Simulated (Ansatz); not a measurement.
SnO₂: moving Sn off its site

SnO₂, P4_2/mnm, a = 4.737 Å, c = 3.186 Å (as given, not relaxed at this level: 3.1 GPa). Ansatz: r2SCAN, PAW, 500 eV, Γ-centred 6×6×8 mesh on 6 atoms, Gaussian smearing 0.05 eV; no spin polarisation.

```xyz
6
Lattice="4.7374 0.0000 0.0000 0.0000 4.7374 0.0000 0.0000 0.0000 3.1864" Properties=species:S:1:pos:R:3 pbc="T T T"
Sn    0.0000    0.0000    0.0000
Sn    2.3687    2.3687    1.5932
O     1.4478    1.4478    0.0000
O     0.9208    3.8165    1.5932
O     3.2895    3.2895    0.0000
O     3.8165    0.9208    1.5932
```

Atom 1 (Sn) moves by x along the unit vector (0.707, 0.707, 0.000), with its periodic images; all else is held. y is the free energy of the cell over the start, F the force along the path summed over the moved atoms. Symmetry makes y even in x.

| x (Å) | y (meV) | F (eV/Å) |
| --- | --- | --- |
| -0.3000 | 1385.7 | 10.96 |
| -0.1500 | 299.8 | 4.20 |
| 0.0000 | 0.0 | 0.00 |
| 0.0375 | 17.9 | -0.96 |
| 0.0750 | 72.2 | -1.95 |
| 0.1125 | ? | ? |
| 0.1875 | 481.7 | -5.53 |
| 0.2250 | 717.3 | -7.07 |
| 0.2625 | 1015.2 | -8.86 |

Q: Fit y = c2 x² + c4 x⁴ to the energies of the other rows, give the force constant, and predict energy and force of the missing row.

A: Least squares on the rows shown. y = 12607 x² + 30953 x⁴. The force constant is 2 c2 = 25.2 eV/Å², for the cell as given, at 3.1 GPa (for all images moving together, not for a lone atom). The force −dy/dx at the missing row is -3.01 eV/Å (computed -3.02). At x = 0.1125 the fit asked for gives 164.5 meV. The run gave 165.0 meV, so the fit is 0.5 meV too low, within twice the rms miss on the fitted rows (0.3 meV).

The energy rises on both sides of the symmetric site, and faster than a parabola, so Sn sits in a single, hardening well along this path, with no sign of off-centring. The displacement points straight at one oxygen and away from the opposite one, while the other four Sn–O bonds lie perpendicular to it and change length only at second order. The stiffness therefore probably comes mainly from the two axial bonds. Their odd anharmonic terms cancel by symmetry, while the even ones add, and the steep short-range repulsion on the compressed side outweighs what is gained there in bonding, which gives the positive quartic term.

The absence of a double well fits Sn(IV), which has a filled 4d shell and a formally empty 5s shell. It has neither the stereochemically active lone pair of Sn(II) nor the empty low-lying d states that favour off-centring in d⁰ oxides such as titanates. Because the oxygens are held, the curve is not a phonon mode and cannot exclude a soft coupled Sn–O displacement.
